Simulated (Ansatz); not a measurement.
Zincblende PbTe, relaxed with r2SCAN, was run in Ansatz under altered settings. All numbers are computed, without spin polarisation but where a row says otherwise.

```xyz
2
Lattice="0.0000 3.6415 3.6415 3.6415 0.0000 3.6415 3.6415 3.6415 0.0000" Properties=species:S:1:pos:R:3 pbc="T T T"
Pb    0.0000    0.0000    0.0000
Te    1.8207    1.8207    1.8207
```

The base run's other keys:
```yaml
kpoints:
  mp_grid: { grid: [4, 4, 4] }
hamiltonian:
  xc: hse06
scf:
  occupations: { method: fixed }
  n_extra_bands: 4
```

It takes 14 iterations with 1917 plane waves at 420 eV and 8 k points, and leaves a mean stress of 0.00 GPa. The gap over this mesh is 0.971 eV. It ran on 4 threads of Arm Neoverse N1, with other jobs on the host.

Outcomes, with energy and stress as changes against the base:

| setting | outcome | ΔF (meV/atom) | Δ mean stress (GPa) | gap on the mesh (eV) | iterations | wall time |
| --- | --- | --- | --- | --- | --- | --- |
| PBE hybrid, exx coeff 0.15, omega 0.5 1/Å | converged | – | +0.3 | 0.664 | 11 | 19 s |
| PBE hybrid, exx coeff 0.75, omega 0.1 1/Å | converged | – | -0.8 | 2.749 | 19 | 25 s |
| PBE hybrid, exx coeff 0.4, unscreened | converged | – | -0.2 | 2.211 | 17 | 23 s |
| PBE hybrid, exx coeff 0.35, omega 0.1 1/Å | converged | – | -0.2 | 1.504 | 15 | 21 s |
| kpoints.mp_grid.shift: [0, 0, 0.5] | converged, warned | +3.1 | +0.1 | 1.515 | 14 | 31 s |

A dash marks a value that wasn't obtained or can't be compared. Stress is positive in compression. Its mean hides that meshes of lower symmetry stress the axes unequally. The base took 20 s.

- PBE hybrid, exx coeff 0.75, omega 0.1 1/Å. That is 75 % exact exchange, screened with ω = 0.1 1/Å, against HSE06's 25 % screened at 0.208 1/Å. The mean stress moves by -0.8 GPa and the gap on the mesh by +1.778 eV (to 2.749). Totals of different functionals aren't comparable. The program warns that on this mesh the truncation of the exchange isn't bounded, so part of the change can be an error of the mesh.
- PBE hybrid, exx coeff 0.4, unscreened. That is 40 % exact exchange, at all ranges, against HSE06's 25 % screened at 0.208 1/Å. The mean stress moves by -0.2 GPa and the gap on the mesh by +1.240 eV (to 2.211). Totals of different functionals aren't comparable.
- PBE hybrid, exx coeff 0.35, omega 0.1 1/Å. That is 35 % exact exchange, screened with ω = 0.1 1/Å, against HSE06's 25 % screened at 0.208 1/Å. The mean stress moves by -0.2 GPa and the gap on the mesh by +0.533 eV (to 1.504). Totals of different functionals aren't comparable. The program warns that on this mesh the truncation of the exchange isn't bounded, so part of the change can be an error of the mesh.
- kpoints.mp_grid.shift: [0, 0, 0.5]. The free energy moves by +3.1 meV an atom, the mean stress by +0.1 GPa and the gap on the mesh by +0.544 eV (to 1.515). The mesh breaks the crystal's symmetry, so the stress, and any force that symmetry no longer fixes, lose it too. The gap changes mostly because other points are sampled; a mesh that misses a band edge overestimates it. Warned: symmetry narrowed by mesh.

Spin-orbit coupling is left out; in compounds of Pb, Bi, Tl or Hg it can lower a gap by up to about 1 eV, split its edges or invert the bands.

The program warns that its thresholds are loose for a hybrid's stress.

The meshes of the hybrids are coarse, so their gaps aren't converged to the digits shown.
